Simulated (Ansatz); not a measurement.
An input for Ansatz 0.2.0 (Ru):

The input input.yaml:

```yaml
crystal:
  lattice:
    - [-0.011921, 1.95659, 1.937692]
    - [1.881278, 0.025889, 1.899882]
    - [1.899782, 1.937283, 0.007386]
  atoms:
    - { symbol: Ru, position_ang: [0.0, 0.0, 0.0] }
kpoints:
  mp_grid: { grid: [12, 12, 12] }
scf:
  occupations: { method: fermi_dirac, width: 0.05 }
  max_iter: 50
hamiltonian:
  xc: pbe
  dispersion: d4
  pseudopotentials:
    kind: all_electron
    lapw: { basis_error: 0.002 }
    dirac_shells: { Ru: ["3p", "3d"] }
  hubbard: { sites: [{ species: Ru, l: f, u_eff: 4.0 }] }
output:
  forces: true
  stress: true
  eigenvalues: true
  dos: { projected: false, de: 0.1, e_range: [-14, 6] }
```

Potentials or basis: all-electron LAPW, inner shells corrected to Dirac's equation.

Launch:

```bash
$ ansatz run input.yaml --threads 1 --pin off --max-ram 2560MiB --backend cpu --events-out ev --progress --plain --runs-dir out
```

**Question.** What does the program do with it?

**Answer.** The run stopped without a result. It printed:

Output:

```text
Error: invalid value for `hamiltonian.pseudopotentials.projection_atoms`: `1s2 2s2 2p6 3s2 3p6 3d10 4s2 4p6 4d7 4f0 5s1` of Ru: PBE doesn't bind the shell 4f of the free atom, whose level lies at +1.07 eV. Type another configuration
```
